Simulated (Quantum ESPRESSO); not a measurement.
# Y (P6_3/mmc) in Quantum ESPRESSO: further runs

The runs below take Y through band structure, single point, equation of state, with PBE, PBEsol.

Everything below comes from runs of Quantum ESPRESSO 7.5. Logs are shortened: lines on timing, memory, paths and dates and some standing lists are left out, and cuts for length are marked.

## (1) The crystal as given

Symmetry: P6_3/mmc, No. 194, hexagonal system. Conventional cell: a = 3.647 Å, b = 3.647 Å, c = 5.731 Å, α = 90.00°, β = 90.00°, γ = 120.00°. Around Y (site symmetry -6m2) lie 12 Y at 3.56 to 3.65 Å.

## (2) Band structure, PBE

pw.in reads:

```
&CONTROL
  calculation = 'scf'
  prefix = 'pwscf'
  outdir = './tmp'
  pseudo_dir = './pseudo'
  tprnfor = .true.
  tstress = .true.
  disk_io = 'low'
/
&SYSTEM
  ibrav = 0
  A = 3.6474
  nat = 2
  ntyp = 1
  ecutwfc = 72
  nbnd = 18
  occupations = 'smearing'
  smearing = 'fd'
  degauss = 0.00367493
/
&ELECTRONS
  conv_thr = 4d-10
  electron_maxstep = 120
  mixing_beta = 0.5
/
ATOMIC_SPECIES
Y     88.9058 Y.upf
CELL_PARAMETERS alat
   1.0000000000    0.0000000000    0.0000000000
  -0.5000000000    0.8660254038    0.0000000000
   0.0000000000    0.0000000000    1.5711465702
ATOMIC_POSITIONS alat
Y      0.5000000000    0.2886751346    1.1783599276
Y     -0.0000000001    0.5773502692    0.3927866425
K_POINTS automatic
8 8 5 0 0 0
```

pp_density.in reads:

```
&INPUTPP
  prefix = 'pwscf'
  outdir = './tmp'
  filplot = 'density.dat'
  plot_num = 0
/
&PLOT
  nfile = 1
  filepp(1) = 'density.dat'
  iflag = 3
  output_format = 6
  fileout = 'density.cube'
/
```

pp_potential.in reads:

```
&INPUTPP
  prefix = 'pwscf'
  outdir = './tmp'
  filplot = 'potential.dat'
  plot_num = 11
/
&PLOT
  nfile = 1
  filepp(1) = 'potential.dat'
  iflag = 3
  output_format = 6
  fileout = 'potential.cube'
/
```

pp_elf.in reads:

```
&INPUTPP
  prefix = 'pwscf'
  outdir = './tmp'
  filplot = 'elf.dat'
  plot_num = 8
/
&PLOT
  nfile = 1
  filepp(1) = 'elf.dat'
  iflag = 3
  output_format = 6
  fileout = 'elf.cube'
/
```

bands.in reads:

```
&CONTROL
  calculation = 'bands'
  prefix = 'pwscf'
  outdir = './tmp'
  pseudo_dir = './pseudo'
  disk_io = 'low'
  verbosity = 'high'
/
&SYSTEM
  ibrav = 0
  A = 3.6474
  nat = 2
  ntyp = 1
  ecutwfc = 72
  nbnd = 18
  occupations = 'smearing'
  smearing = 'fd'
  degauss = 0.00367493
/
&ELECTRONS
  conv_thr = 1d-08
  electron_maxstep = 120
  mixing_beta = 0.5
  diago_full_acc = .true.
/
ATOMIC_SPECIES
Y     88.9058 Y.upf
CELL_PARAMETERS alat
   1.0000000000    0.0000000000    0.0000000000
  -0.5000000000    0.8660254038    0.0000000000
   0.0000000000    0.0000000000    1.5711465702
ATOMIC_POSITIONS alat
Y      0.5000000000    0.2886751346    1.1783599276
Y     -0.0000000001    0.5773502692    0.3927866425
K_POINTS crystal
60
 0.0000000000  0.0000000000  0.0000000000 1
 0.0714285714  0.0000000000  0.0000000000 1
 0.1428571429  0.0000000000  0.0000000000 1
 0.2142857143  0.0000000000  0.0000000000 1
 0.2857142857  0.0000000000  0.0000000000 1
 0.3571428571  0.0000000000  0.0000000000 1
 0.4285714286  0.0000000000  0.0000000000 1
 0.5000000000  0.0000000000  0.0000000000 1
 0.4583333333  0.0833333333  0.0000000000 1
 0.4166666667  0.1666666667  0.0000000000 1
 0.3750000000  0.2500000000  0.0000000000 1
 0.3333333333  0.3333333333  0.0000000000 1
 0.2962962963  0.2962962963  0.0000000000 1
 0.2592592593  0.2592592593  0.0000000000 1
 0.2222222222  0.2222222222  0.0000000000 1
 0.1851851852  0.1851851852  0.0000000000 1
 0.1481481481  0.1481481481  0.0000000000 1
 0.1111111111  0.1111111111  0.0000000000 1
 0.0740740741  0.0740740741  0.0000000000 1
 0.0370370370  0.0370370370  0.0000000000 1
 0.0000000000  0.0000000000  0.0000000000 1
 0.0000000000  0.0000000000  0.1250000000 1
 0.0000000000  0.0000000000  0.2500000000 1
 0.0000000000  0.0000000000  0.3750000000 1
 0.0000000000  0.0000000000  0.5000000000 1
 0.0625000000  0.0000000000  0.5000000000 1
 0.1250000000  0.0000000000  0.5000000000 1
 0.1875000000  0.0000000000  0.5000000000 1
 0.2500000000  0.0000000000  0.5000000000 1
 0.3125000000  0.0000000000  0.5000000000 1
 0.3750000000  0.0000000000  0.5000000000 1
 0.4375000000  0.0000000000  0.5000000000 1
 0.5000000000  0.0000000000  0.5000000000 1
 0.4666666667  0.0666666667  0.5000000000 1
 0.4333333333  0.1333333333  0.5000000000 1
 0.4000000000  0.2000000000  0.5000000000 1
 0.3666666667  0.2666666667  0.5000000000 1
 0.3333333333  0.3333333333  0.5000000000 1
 0.3030303030  0.3030303030  0.5000000000 1
 0.2727272727  0.2727272727  0.5000000000 1
 0.2424242424  0.2424242424  0.5000000000 1
 0.2121212121  0.2121212121  0.5000000000 1
 0.1818181818  0.1818181818  0.5000000000 1
 0.1515151515  0.1515151515  0.5000000000 1
 0.1212121212  0.1212121212  0.5000000000 1
 0.0909090909  0.0909090909  0.5000000000 1
 0.0606060606  0.0606060606  0.5000000000 1
 0.0303030303  0.0303030303  0.5000000000 1
 0.0000000000  0.0000000000  0.5000000000 1
 0.5000000000  0.0000000000  0.5000000000 1
 0.5000000000  0.0000000000  0.3750000000 1
 0.5000000000  0.0000000000  0.2500000000 1
 0.5000000000  0.0000000000  0.1250000000 1
 0.5000000000  0.0000000000  0.0000000000 1
 0.3333333333  0.3333333333  0.0000000000 1
 0.3333333333  0.3333333333  0.1000000000 1
 0.3333333333  0.3333333333  0.2000000000 1
 0.3333333333  0.3333333333  0.3000000000 1
 0.3333333333  0.3333333333  0.4000000000 1
 0.3333333333  0.3333333333  0.5000000000 1
```

Potentials or basis: PseudoDojo 0.4.1 SR PBE standard.

Command:

```console
$ OMP_NUM_THREADS=1 pw.x -in pw.in > pw.out
$ OMP_NUM_THREADS=1 pp.x -in pp_density.in > pp_density.out
$ OMP_NUM_THREADS=1 pp.x -in pp_potential.in > pp_potential.out
$ OMP_NUM_THREADS=1 pp.x -in pp_elf.in > pp_elf.out
$ OMP_NUM_THREADS=1 pw.x -in bands.in > bands.out
```

pw.out:

```text
This program is part of the open-source Quantum ESPRESSO suite
     for quantum simulation of materials; please cite
[... 9 lines left out ...]
     --------------------
     sticks:   dense  smooth     PW     G-vecs:    dense   smooth      PW
     Sum         955     955    265                36857    36857    5671

     Using Slab Decomposition

     bravais-lattice index     =            0
     lattice parameter (alat)  =       6.8926  a.u.
     unit-cell volume          =     445.5476 (a.u.)^3
     number of atoms/cell      =            2
     number of atomic types    =            1
     number of electrons       =        22.00
     number of Kohn-Sham states=           18
     kinetic-energy cutoff     =      72.0000  Ry
     charge density cutoff     =     288.0000  Ry
     scf convergence threshold =      4.0E-10
     mixing beta               =       0.5000
     number of iterations used =            8  plain     mixing
     Exchange-correlation= PBE
                           (   1   4   3   4   0   0   0)

     celldm(1)=   6.892587  celldm(2)=   0.000000  celldm(3)=   0.000000
     celldm(4)=   0.000000  celldm(5)=   0.000000  celldm(6)=   0.000000

     crystal axes: (cart. coord. in units of alat)
               a(1) = (   1.000000   0.000000   0.000000 )
               a(2) = (  -0.500000   0.866025   0.000000 )
               a(3) = (   0.000000   0.000000   1.571147 )

     reciprocal axes: (cart. coord. in units 2 pi/alat)
               b(1) = (  1.000000  0.577350 -0.000000 )
               b(2) = (  0.000000  1.154701  0.000000 )
               b(3) = (  0.000000 -0.000000  0.636478 )

     PseudoPot. # 1 for Y  read from file:
     Y.upf
     Pseudo is Norm-conserving + core correction, Zval = 11.0
     Generated using ONCVPSP code by D. R. Hamann
     Using radial grid of 1766 points,  6 beta functions with:
                l(1) =   0
                l(2) =   0
                l(3) =   1
                l(4) =   1
                l(5) =   2
                l(6) =   2

     atomic species   valence    mass     pseudopotential
     Y                11.00    88.90580     Y ( 1.00)

     24 Sym. Ops., with inversion, found (12 have fractional translation)

   Cartesian axes

     site n.     atom                  positions (alat units)
         1        Y      tau(   1) = (   0.5000000   0.2886751   1.1783599  )
         2        Y      tau(   2) = (  -0.0000000   0.5773503   0.3927866  )

     number of k points=    30  Fermi-Dirac smearing, width (Ry)=  0.0037
                       cart. coord. in units 2pi/alat
        k(    1) = (   0.0000000   0.0000000   0.0000000), wk =   0.0062500
        k(    2) = (   0.0000000   0.0000000   0.1272956), wk =   0.0125000
        k(    3) = (   0.0000000   0.0000000   0.2545911), wk =   0.0125000
        k(    4) = (   0.0000000   0.1443376   0.0000000), wk =   0.0375000
        k(    5) = (   0.0000000   0.1443376   0.1272956), wk =   0.0750000
        k(    6) = (   0.0000000   0.1443376   0.2545911), wk =   0.0750000
[... 22 lines left out ...]
        k(   29) = (   0.2500000   0.5773503   0.1272956), wk =   0.0750000
        k(   30) = (   0.2500000   0.5773503   0.2545911), wk =   0.0750000

     Dense  grid:    36857 G-vectors     FFT dimensions: (  40,  40,  60)

     Initial potential from superposition of free atoms

     starting charge      21.9911, renormalised to      22.0000
     Starting wfcs are   20 randomized atomic wfcs

     Self-consistent Calculation

     iteration #  1     ecut=    72.00 Ry     beta= 0.50
     Davidson diagonalization with overlap
     ethr =  1.00E-02,  avg # of iterations =  2.8

     Threshold (ethr) on eigenvalues was too large:
     Diagonalizing with lowered threshold

     Davidson diagonalization with overlap
     ethr =  3.03E-05,  avg # of iterations =  6.0

     total energy              =    -163.19202991 Ry
     estimated scf accuracy    <       0.01304300 Ry

     iteration #  2     ecut=    72.00 Ry     beta= 0.50
     Davidson diagonalization with overlap
     ethr =  5.93E-05,  avg # of iterations =  2.0

     total energy              =    -163.19305921 Ry
     estimated scf accuracy    <       0.00150337 Ry

     iteration #  3     ecut=    72.00 Ry     beta= 0.50
     Davidson diagonalization with overlap
     ethr =  6.83E-06,  avg # of iterations =  2.3

     total energy              =    -163.19321569 Ry
     estimated scf accuracy    <       0.00012059 Ry

     iteration #  4     ecut=    72.00 Ry     beta= 0.50
     Davidson diagonalization with overlap
     ethr =  5.48E-07,  avg # of iterations =  2.9

     total energy              =    -163.19322594 Ry
     estimated scf accuracy    <       0.00000047 Ry

     iteration #  5     ecut=    72.00 Ry     beta= 0.50
     Davidson diagonalization with overlap
     ethr =  2.15E-09,  avg # of iterations =  5.4

     total energy              =    -163.19322730 Ry
     estimated scf accuracy    <       0.00000021 Ry

     iteration #  6     ecut=    72.00 Ry     beta= 0.50
     Davidson diagonalization with overlap
     ethr =  9.76E-10,  avg # of iterations =  2.9

     total energy              =    -163.19322731 Ry
     estimated scf accuracy    <       0.00000013 Ry

     iteration #  7     ecut=    72.00 Ry     beta= 0.50
     Davidson diagonalization with overlap
     ethr =  5.74E-10,  avg # of iterations =  2.0

     total energy              =    -163.19322733 Ry
     estimated scf accuracy    <          5.7E-10 Ry

     iteration #  8     ecut=    72.00 Ry     beta= 0.50
     Davidson diagonalization with overlap
     ethr =  2.61E-12,  avg # of iterations =  4.5

     End of self-consistent calculation

          k = 0.0000 0.0000 0.0000 (  4661 PWs)   bands (ev):

   -33.2149 -33.1433 -13.4926 -13.0261 -13.0261 -12.9389 -12.9389 -12.9080
     4.8220   7.6251  10.3185  11.2158  11.2158  11.5037  11.8146  11.8146
    12.2544  12.2544

          k = 0.0000 0.0000 0.1273 (  4613 PWs)   bands (ev):

   -33.2082 -33.1502 -13.4396 -13.0178 -13.0178 -12.9669 -12.9473 -12.9473
     5.0780   7.4168  10.1489  11.1022  11.1022  11.2583  11.6124  11.6124
    12.6438  12.6438

          k = 0.0000 0.0000 0.2546 (  4590 PWs)   bands (ev):

   -33.1903 -33.1682 -13.2981 -13.1177 -12.9961 -12.9961 -12.9692 -12.9692
     5.7803   6.7054  10.1996  10.6926  11.0669  11.0669  11.2657  11.2657
    13.4095  13.4095

          k = 0.0000 0.1443 0.0000 (  4600 PWs)   bands (ev):

   -33.2075 -33.1407 -13.4658 -13.0799 -13.0442 -12.9950 -12.9460 -12.9207
     5.1457   7.9250  10.0066  10.5938  11.4744  11.5216  11.8806  11.9490
    11.9700  12.1019

          k = 0.0000 0.1443 0.1273 (  4595 PWs)   bands (ev):

   -33.2012 -33.1471 -13.4203 -13.0681 -13.0349 -13.0312 -12.9555 -12.9464
     5.3906   7.7158   9.8237  10.6292  11.2537  11.3345  11.4569  11.8368
    12.5096  12.5778
[... 21 lines left out ...]
   -33.1702 -33.1537 -13.3323 -13.2528 -13.0917 -13.0444 -13.0147 -13.0073
     6.7890   7.6016   9.5490   9.9780  10.5990  10.9087  11.7056  12.0759
    13.3779  13.4879

          k = 0.0000 0.4330 0.0000 (  4594 PWs)   bands (ev):

   -33.1672 -33.1322 -13.3418 -13.3009 -13.2470 -13.1249 -13.0169 -12.9862
     7.1268   8.5634   8.8532   9.4945  10.9757  11.0824  11.1942  13.6871
    13.7067  13.9846

          k = 0.0000 0.4330 0.1273 (  4599 PWs)   bands (ev):

   -33.1638 -33.1355 -13.3960 -13.2961 -13.2034 -13.1118 -13.0097 -12.9997
     7.2104   8.4243   8.9694   9.5677  10.7891  11.1759  11.2696  13.4766
    13.7014  13.8546

          k = 0.0000 0.4330 0.2546 (  4589 PWs)   bands (ev):

   -33.1551 -33.1443 -13.4104 -13.3677 -13.0976 -13.0775 -13.0347 -13.0272
     7.4910   7.9604   9.3673   9.6723  10.6465  10.8413  11.8088  12.6208
    13.9325  14.0609

          k = 0.0000-0.5774 0.0000 (  4590 PWs)   bands (ev):

   -33.1563 -33.1329 -13.3960 -13.2959 -13.2463 -13.1407 -13.0573 -12.9952
     7.8109   8.2941   8.6586   9.3535  10.8478  10.9444  11.5125  14.4659
    14.8113  14.9220

          k = 0.0000-0.5774 0.1273 (  4606 PWs)   bands (ev):

   -33.1541 -33.1351 -13.4319 -13.3417 -13.1815 -13.1270 -13.0377 -13.0093
     7.6949   8.2668   9.0349   9.2413  10.9514  11.1576  11.2568  13.9868
    14.5504  14.7846

          k = 0.0000-0.5774 0.2546 (  4592 PWs)   bands (ev):

   -33.1482 -33.1410 -13.4516 -13.4152 -13.0910 -13.0875 -13.0461 -13.0344
     7.7180   7.9986   9.3923   9.5325  10.8413  10.9220  11.7816  12.7668
    14.6169  14.7115

          k = 0.1250 0.2165 0.0000 (  4601 PWs)   bands (ev):

   -33.1943 -33.1367 -13.4161 -13.1541 -13.1237 -13.0441 -12.9713 -12.9463
     5.7491   8.4263   9.5653   9.9760  11.0759  11.3041  11.7583  12.1594
    12.2506  12.7840

          k = 0.1250 0.2165 0.1273 (  4603 PWs)   bands (ev):

   -33.1888 -33.1422 -13.3891 -13.1396 -13.1309 -13.0592 -12.9820 -12.9573
     5.9683   8.2214   9.4063  10.0572  11.0256  11.2092  11.5411  12.1757
    12.5399  12.9342

          k = 0.1250 0.2165 0.2546 (  4597 PWs)   bands (ev):

   -33.1745 -33.1567 -13.3152 -13.2170 -13.0745 -13.0509 -13.0076 -12.9973
     6.5830   7.4504   9.6460  10.1226  10.6210  10.9281  11.6178  11.8700
    13.2100  13.5733

          k = 0.1250 0.3608 0.0000 (  4597 PWs)   bands (ev):

   -33.1739 -33.1326 -13.3319 -13.2749 -13.2200 -13.1095 -13.0059 -12.9961
     6.7793   8.8611   9.0576   9.4544  10.8387  10.9433  11.3340  12.8864
    13.2783  13.8785

          k = 0.1250 0.3608 0.1273 (  4599 PWs)   bands (ev):
[... 43 lines left out ...]
   -33.1483 -33.1409 -13.3847 -13.3660 -13.1884 -13.1493 -13.0416 -13.0023
     8.1341   8.4488   9.4191   9.6310  10.1070  10.2513  11.6598  12.4092
    13.9517  14.7116

          k = 0.2500 0.5774 0.0000 (  4584 PWs)   bands (ev):

   -33.1459 -33.1361 -13.3423 -13.2465 -13.2275 -13.1861 -13.1104 -13.1072
     8.5077   8.7673   8.9117   9.0185  10.5350  10.6341  11.7032  13.9310
    14.2787  14.5267

          k = 0.2500 0.5774 0.1273 (  4579 PWs)   bands (ev):

   -33.1450 -33.1371 -13.3577 -13.3028 -13.2648 -13.1366 -13.1042 -13.0512
     8.4614   8.9137   9.0119   9.0927  10.3809  10.3837  11.7153  13.6249
    13.9604  14.4489

          k = 0.2500 0.5774 0.2546 (  4579 PWs)   bands (ev):

   -33.1425 -33.1395 -13.3872 -13.3696 -13.2364 -13.1829 -13.0279 -13.0088
     8.5407   8.7473   9.4308   9.4394   9.9565   9.9898  11.9218  12.5654
    14.0201  14.2150

     the Fermi energy is     9.4556 ev

!    total energy              =    -163.19322733 Ry
     estimated scf accuracy    <          1.1E-11 Ry
     smearing contrib. (-TS)   =      -0.00296521 Ry
     internal energy E=F+TS    =    -163.19026212 Ry

     The total energy is F=E-TS. E is the sum of the following terms:
     one-electron contribution =     -42.59527661 Ry
     hartree contribution      =      26.44886568 Ry
     xc contribution           =     -31.77231735 Ry
     ewald contribution        =    -115.27153385 Ry

     convergence has been achieved in   8 iterations

     Forces acting on atoms (cartesian axes, Ry/au):

     atom    1 type  1   force =    -0.00000000   -0.00000000    0.00000000
     atom    2 type  1   force =     0.00000000    0.00000000    0.00000000

     Total force =     0.000000     Total SCF correction =     0.000000

     Computing stress (Cartesian axis) and pressure

          total   stress  (Ry/bohr**3)                   (kbar)     P=       -1.25
   0.00000084   0.00000000   0.00000000            0.12        0.00        0.00
   0.00000000   0.00000084   0.00000000            0.00        0.12        0.00
   0.00000000   0.00000000  -0.00002718            0.00        0.00       -4.00

=------------------------------------------------------------------------------=
   JOB DONE.
=------------------------------------------------------------------------------=
```

Run time: 90 s. Hardware: 1 thread of Arm Neoverse V1, shared host; peak memory 0.11 GiB.

What came out:

```yaml
Free_energy: -2220.3570 eV
Pressure: -0.1 GPa
Band_gap_on_the_k_mesh: none (metal or under the smearing width)
```

Levels at the corners of the path, in eV from the Fermi level:
```tsv
point	band 6	band 7	band 8	band 9	band 10	band 11	band 12	band 13	band 14	band 15
Γ	-22.39	-22.39	-22.36	-4.63	-1.83	0.86	1.76	1.76	2.05	2.36
M	-22.60	-22.51	-22.45	-1.64	-1.16	-0.80	-0.10	1.39	1.49	2.06
K	-22.60	-22.60	-22.59	-0.68	-0.65	-0.65	-0.44	1.08	1.08	2.32
Γ	-22.39	-22.39	-22.36	-4.63	-1.83	0.86	1.76	1.76	2.05	2.36
A	-22.44	-22.44	-22.44	-3.22	-3.22	0.95	0.95	1.68	1.68	1.68
L	-22.52	-22.51	-22.51	-1.62	-1.62	0.08	0.08	1.38	1.38	2.78
H	-22.69	-22.46	-22.46	-0.37	-0.37	-0.35	-0.35	0.41	0.41	2.75
A	-22.44	-22.44	-22.44	-3.22	-3.22	0.95	0.95	1.68	1.68	1.68
L	-22.52	-22.51	-22.51	-1.62	-1.62	0.08	0.08	1.38	1.38	2.78
M	-22.60	-22.51	-22.45	-1.64	-1.16	-0.80	-0.10	1.39	1.49	2.06
K	-22.60	-22.60	-22.59	-0.68	-0.65	-0.65	-0.44	1.08	1.08	2.32
H	-22.69	-22.46	-22.46	-0.37	-0.37	-0.35	-0.35	0.41	0.41	2.75
```

(Continued in part 2 of 2.)
